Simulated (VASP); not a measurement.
Write the native input for VASP 6.6.1 that does the following.

| Item | Value |
| --- | --- |
| Task | band structure |
| Functional | LDA |
| Potentials or basis | VASP PAW LDA potentials, release 64 (Cd, In_d, O) |
| Cutoff | 520 eV |
| k mesh | 6 × 6 × 6 |
| Occupations | gaussian, width 0.03 eV |
| Spin | no spin polarisation |
| Further INCAR settings | ALGO = Normal; EDIFF = 1e-06 |

The structure of CdIn2O4 lies in POSCAR:

```
CdIn2O4                                 
1.0
    0.0000000000      4.6029269421      4.6029269421
    4.6029269421      0.0000000000      4.6029269421
    4.6029269421      4.6029269421      0.0000000000
  Cd              In              O             
     2     4     8
Direct
     0.0000000000000000    0.0000000000000000    0.0000000000000000
     0.2500000000000000    0.2500000000000000    0.2500000000000000
     0.6250000000000000    0.6250000000000000    0.6250000000000000
     0.1250000000000000    0.6250000000000000    0.6250000000000000
     0.6250000000000000    0.6250000000000000    0.1250000000000000
     0.6250000000000000    0.1250000000000000    0.6250000000000000
     0.8620871070017699    0.8620871070017699    0.8620871070017699
     0.8362613210053027    0.3879128929982301    0.3879128929982301
     0.8620871070017699    0.8620871070017699    0.4137386789946973
     0.3879128929982301    0.8362613210053027    0.3879128929982301
     0.4137386789946973    0.8620871070017699    0.8620871070017699
     0.3879128929982301    0.3879128929982301    0.3879128929982301
     0.8620871070017699    0.4137386789946973    0.8620871070017699
     0.3879128929982301    0.3879128929982301    0.8362613210053027
```

The input as run:

INCAR

```
SYSTEM = CdIn2O4
PREC     = Accurate       ! precision mode
ENCUT    = 520            ! plane-wave cutoff, eV
EDIFF    = 1E-6           ! SCF threshold, eV
ISMEAR   = 0              ! smearing method
SIGMA    = 0.03           ! smearing width, eV
LREAL    = .FALSE.        ! projectors in reciprocal space
LASPH    = .TRUE.         ! aspherical terms in the spheres
NELM     = 80             ! most SCF steps
ALGO     = Normal         ! electronic algorithm
ISIF     = 2              ! what is computed and relaxed
LWAVE    = .FALSE.        ! write WAVECAR
LCHARG   = .FALSE.        ! write CHGCAR
KPAR     = 4
```

KPOINTS

```
regular mesh
0
G
  6 6 6
  0 0 0
```

KPOINTS_OPT

```
explicit points
202
Reciprocal
 0.0000000000  0.0000000000  0.0000000000 1
 0.0555555556  0.0000000000  0.0555555556 1
 0.1111111111  0.0000000000  0.1111111111 1
 0.1666666667  0.0000000000  0.1666666667 1
 0.2222222222  0.0000000000  0.2222222222 1
 0.2777777778  0.0000000000  0.2777777778 1
[... 194 lines left out ...]
 0.4819481000  0.0180519000  0.5000000000 1
 0.5180519000 -0.0180519000  0.5000000000 1
```

Potentials or basis: VASP PAW LDA potentials, release 64 (Cd, In_d, O).

Command:

```sh
$ cat potpaw_LDA.64/Cd/POTCAR potpaw_LDA.64/In_d/POTCAR potpaw_LDA.64/O/POTCAR > POTCAR
$ mpirun -np 4 vasp_std > vasp.out
```

Results of the run:

```yaml
Pressure: -4.5 GPa
Largest_force: 0.087 eV/Å
Band_gap_on_the_k_mesh: 0.94 eV, indirect (least direct gap 1.00 eV)
Band_gap_along_the_path: 0.94 eV, indirect (least direct gap 1.00 eV)
```

Caveat: spin-orbit coupling is left out, which moves the levels of the heavy elements.

Run time: 5.9 min on 4 MPI ranks on Intel(R) Xeon(R) 6975P-C (Granite Rapids), on a shared host, peak memory 0.48 GiB a rank.
